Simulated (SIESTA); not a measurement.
# PbS (Galena) (Fm-3m) in SIESTA: settings compared, part 3 of 3

SIESTA 5.4.2. Earlier steps stand in the parts before.

### 5 Band structure, APBE, non-collinear spin, ferromagnetic start, spin-orbit coupling (cell strained at random at fixed volume)

Input file PbS.fdf:

```
SystemName                      Galena
SystemLabel                     PbS
NumberOfSpecies                 2
NumberOfAtoms                   2
%block ChemicalSpeciesLabel
  1  82 Pb
  2  16 S
%endblock ChemicalSpeciesLabel

UseStructFile                   true

%block kgrid.MonkhorstPack
    6   0   0  0.0
    0   6   0  0.0
    0   0   6  0.0
%endblock kgrid.MonkhorstPack
%block XC.Mix
  2
  GGA LIBXC-00-GGA_X_APBE 1.0 0.0
  GGA LIBXC-00-GGA_C_APBE 0.0 1.0
%endblock XC.Mix
PAO.BasisSize                   TZP
PAO.EnergyShift                 0.002 Ry
Mesh.Cutoff                     500 Ry
PAO.SplitNorm                   0.1
Spin                            spin-orbit
%block DM.InitSpin
    1   0.500    90.00     0.00
    2   0.000     0.00     0.00
%endblock DM.InitSpin
WriteOrbMom                     true
OccupationFunction              FD
ElectronicTemperature           0.05 eV
MaxSCFIterations                200
SCF.MustConverge                false
SCF.Mixer.Method                Pulay
SCF.Mixer.Weight                0.1
SCF.Mixer.History               10
SCF.DM.Tolerance                5.0e-05
SCF.H.Tolerance                 1.0e-03 eV
WriteForces                     true
Charge.Mulliken                 end
BandLinesScale                  ReciprocalLatticeVectors
%block BandLines
    1    0.000000   0.000000   0.500000  X
   11    0.000000   0.000000   0.000000  \Gamma
   11    0.500000   0.000000   0.000000  Y
    1    0.500000   0.000000   0.500000  L
   12    0.000000   0.000000   0.000000  \Gamma
   11    0.000000   0.500000   0.000000  Z
    1    0.000000   0.500000   0.500000  N
   13    0.000000   0.000000   0.000000  \Gamma
   12    0.500000   0.500000   0.000000  M
    1    0.500000   0.500000   0.500000  R
   11    0.000000   0.000000   0.000000  \Gamma
%endblock BandLines
```

Input file PbS.STRUCT_IN:

```
  -0.0405710000     2.9683280000     3.0277930000
   2.9114470000    -0.0170020000     3.0042240000
   2.8961580000     2.9294700000    -0.0017130000
2
1  82    0.0000000000     0.0000000000     0.0000000000
2  16    0.5000000000     0.5000000000     0.5000000000
```

Potentials or basis: PseudoDojo 0.4 standard (PBE files, fully relativistic), TZP (energy shift 0.002 Ry).

The run is started by

```console
siesta PbS.fdf > PbS.out 2>&1
```

It took 2.1 min on 1 thread of Arm Neoverse V2, shared host; peak memory 0.37 GiB.

Results (log left out):

| Quantity | Value |
| --- | --- |
| Free energy | -2213.5819 eV |
| Pressure | 3.2 GPa |
| Band gap on the k mesh | none (metal or under the smearing width) |
| Net moment | 0.00 μB per cell |

Stress tensor (GPa, compression positive):
```
 5.19  0.26  0.11
 0.26  3.52 -0.10
 0.11 -0.10  0.98
```

Levels at the corners of the path, in eV from the Fermi level:
| point | band 18 | band 19 | band 20 | band 21 | band 22 | band 23 |
| --- | --- | --- | --- | --- | --- | --- |
| X | -1.81 | -0.05 | -0.05 | -0.03 | -0.03 | 1.61 |
| Γ | -2.13 | -1.98 | -1.98 | 3.58 | 3.58 | 5.83 |
| Y | -1.73 | 0.06 | 0.06 | 0.11 | 0.11 | 1.75 |
| L | -3.71 | -3.25 | -3.25 | 3.98 | 3.98 | 4.54 |
| Γ | -2.13 | -1.98 | -1.98 | 3.58 | 3.58 | 5.83 |
| Z | -1.75 | 0.01 | 0.01 | 0.01 | 0.01 | 1.67 |
| N | -3.69 | -3.31 | -3.31 | 3.93 | 3.93 | 4.56 |
| Γ | -2.13 | -1.98 | -1.98 | 3.58 | 3.58 | 5.83 |
| M | -3.64 | -3.25 | -3.25 | 4.06 | 4.06 | 4.58 |
| R | -1.82 | -0.05 | -0.05 | -0.03 | -0.03 | 1.61 |
| Γ | -2.13 | -1.98 | -1.98 | 3.58 | 3.58 | 5.83 |

Moments on the atoms (μB; x, y, z):
```
Pb  0.00 0.00 0.00
S   0.00 0.00 0.00
```

Caveat: semicore shells carry a single zeta, which can move pressures by several GPa and volumes by a few percent; the potentials were made for another functional, which shifts forces and pressure; the basis of atomic orbitals isn't converged, which shifts pressures, moduli and gaps.

### 6 Band structure, PBEsol, non-collinear spin, zero start, spin-orbit coupling

Input file PbS.fdf:

```
SystemName                      Galena
SystemLabel                     PbS
NumberOfSpecies                 2
NumberOfAtoms                   2
%block ChemicalSpeciesLabel
  1  82 Pb
  2  16 S
%endblock ChemicalSpeciesLabel

LatticeConstant                 1.0 Ang
%block LatticeVectors
     0.0000000000     2.9657500000     2.9657500000
     2.9657500000     0.0000000000     2.9657500000
     2.9657500000     2.9657500000     0.0000000000
%endblock LatticeVectors
AtomicCoordinatesFormat         Fractional
%block AtomicCoordinatesAndAtomicSpecies
     0.0000000000     0.0000000000     0.0000000000  1  Pb
     0.5000000000     0.5000000000     0.5000000000  2  S
%endblock AtomicCoordinatesAndAtomicSpecies

%block kgrid.MonkhorstPack
    6   0   0  0.0
    0   6   0  0.0
    0   0   6  0.0
%endblock kgrid.MonkhorstPack
XC.Functional                   GGA
XC.Authors                      PBEsol
PAO.BasisSize                   DZP
PAO.EnergyShift                 0.002 Ry
Mesh.Cutoff                     500 Ry
Spin                            spin-orbit
%block DM.InitSpin
    1   0.000     0.00     0.00
    2   0.000     0.00     0.00
%endblock DM.InitSpin
WriteOrbMom                     true
OccupationFunction              FD
ElectronicTemperature           0.05 eV
MaxSCFIterations                120
SCF.MustConverge                false
SCF.Mixer.Method                Pulay
SCF.Mixer.Weight                0.25
SCF.Mixer.History               8
SCF.DM.Tolerance                5.0e-05
SCF.H.Tolerance                 1.0e-03 eV
WriteForces                     true
Charge.Mulliken                 end
BandLinesScale                  ReciprocalLatticeVectors
%block BandLines
    1    0.000000   0.000000   0.000000  \Gamma
   12    0.500000   0.000000   0.500000  X
    6    0.500000   0.250000   0.750000  W
    4    0.375000   0.375000   0.750000  K
   13    0.000000   0.000000   0.000000  \Gamma
   11    0.500000   0.500000   0.500000  L
    8    0.625000   0.250000   0.625000  U
    4    0.500000   0.250000   0.750000  W
    9    0.500000   0.500000   0.500000  L
    8    0.375000   0.375000   0.750000  K
    1    0.625000   0.250000   0.625000  U
    4    0.500000   0.000000   0.500000  X
%endblock BandLines
```

Potentials or basis: PseudoDojo 0.4 standard (PBEsol files, fully relativistic), DZP (energy shift 0.002 Ry).

The run is started by

```console
siesta PbS.fdf > PbS.out 2>&1
```

Wall time 83 s (1 thread of Arm Neoverse V1, shared host); peak memory 0.31 GiB.

It converged, with:

| Item | Value |
| --- | --- |
| Free energy | -2208.2289 eV |
| Pressure | -0.9 GPa |
| Band gap on the k mesh | 0.06 eV, direct |
| Band gap along the path | 0.06 eV, direct |
| Net moment | 0.00 μB per cell |

Levels at the corners of the path, in eV from the valence-band top:
```tsv
point	band 18	band 19	band 20	band 21	band 22	band 23
Γ	-1.98	-1.98	-1.98	3.71	3.71	6.01
X	-3.55	-3.24	-3.24	3.87	3.87	4.70
W	-4.28	-0.96	-0.96	1.99	1.99	4.67
K	-2.93	-2.43	-2.43	3.07	3.07	4.23
Γ	-1.98	-1.98	-1.98	3.71	3.71	6.01
L	-1.70	0.00	0.00	0.06	0.06	1.67
U	-2.93	-2.43	-2.43	3.07	3.07	4.23
W	-4.28	-0.96	-0.96	1.99	1.99	4.67
L	-1.70	0.00	0.00	0.06	0.06	1.67
K	-2.93	-2.43	-2.43	3.07	3.07	4.23
U	-2.93	-2.43	-2.43	3.07	3.07	4.23
X	-3.55	-3.24	-3.24	3.87	3.87	4.70
```

Moments on the atoms (μB; x, y, z):
```
Pb  0.00 0.00 0.00
S   0.00 0.00 0.00
```

Caveat: semicore shells carry a single zeta, which can move pressures by several GPa and volumes by a few percent; the basis of atomic orbitals isn't converged, which shifts pressures, moduli and gaps.

### 7 Overview

| task | level | potentials or basis | spin | cell | k mesh | smearing | density-matrix tolerance | hamiltonian tolerance | split norm | displacement | broadening (eV) | grid cutoff | energy shift | other keys | gap on the mesh (eV) | pressure (GPa) | moment (μB) |
| --- | --- | --- | --- | --- | --- | --- | --- | --- | --- | --- | --- | --- | --- | --- | --- | --- | --- |
| band structure | SOGGA | PseudoDojo 0.4 standard (PBEsol files), DZP (energy shift 0.002 Ry) | off | as given | 8 × 8 × 8 | fermi-dirac 0.05 eV | - | - | - | - | - | 500 Ry | 0.002 Ry | - | 0.29 | -0.9 | - |
| phonons | vdW-DF-cx | SG15 1.2 NC or PseudoDojo by element (PBE files), TZP (energy shift 0.005 Ry) | off | as given | 6 × 6 × 6 | methfessel-paxton 0.025 eV | 1e-06 | 1e-05 eV | 0.4 | 0.04 bohr | - | 750 Ry | 0.005 Ry | dm_tol = 1e-06; h_tol = 1e-05; smearing = methfessel-paxton; … | - | - | - |
| optical spectrum | B86bPBE | PseudoDojo 0.4 standard (PBE files), DZP (energy shift 0.01 Ry) | off | atoms moved at random, drawn with an rms of 0.02 Å | 8 × 8 × 8, shifted | fermi-dirac 0.05 eV | - | - | - | - | 0.2 eV | 500 Ry | 0.01 Ry | kshift = 0.5; mix = density | 0.96 | 2.7 | - |
| band structure | APBE | PseudoDojo 0.4 standard (PBE files, fully relativistic), TZP (energy shift 0.002 Ry) | non-collinear, ferromagnetic start, SOC | cell strained at random at fixed volume | 6 × 6 × 6 | fermi-dirac 0.05 eV | - | - | 0.1 | - | - | 500 Ry | 0.002 Ry | splitnorm = 0.1 | none | 3.2 | 0.00 |
| band structure | PBEsol | PseudoDojo 0.4 standard (PBEsol files, fully relativistic), DZP (energy shift 0.002 Ry) | non-collinear, zero start, SOC | as given | 6 × 6 × 6 | fermi-dirac 0.05 eV | - | - | - | - | - | 500 Ry | 0.002 Ry | - | 0.06 | -0.9 | 0.00 |

Caveats: semicore shells carry a single zeta, which can move pressures by several GPa and volumes by a few percent; the basis of atomic orbitals isn't converged, which shifts pressures, moduli and gaps; the potentials were made for another functional, which shifts forces and pressure (some runs); spin-orbit coupling is left out, which as a rule narrows the gap of such compounds by several tenths of an eV (some runs); the cell wasn't relaxed at this level first, so stress shifts the frequencies and moduli (some runs); no splitting of longitudinal and transverse optical modes (some runs); the basis holds too few empty states to meet the f-sum rule, so the spectrum is short of weight at high energy (some runs).

Total energies depend on the potentials used, so only differences within one code and one set of settings carry meaning.
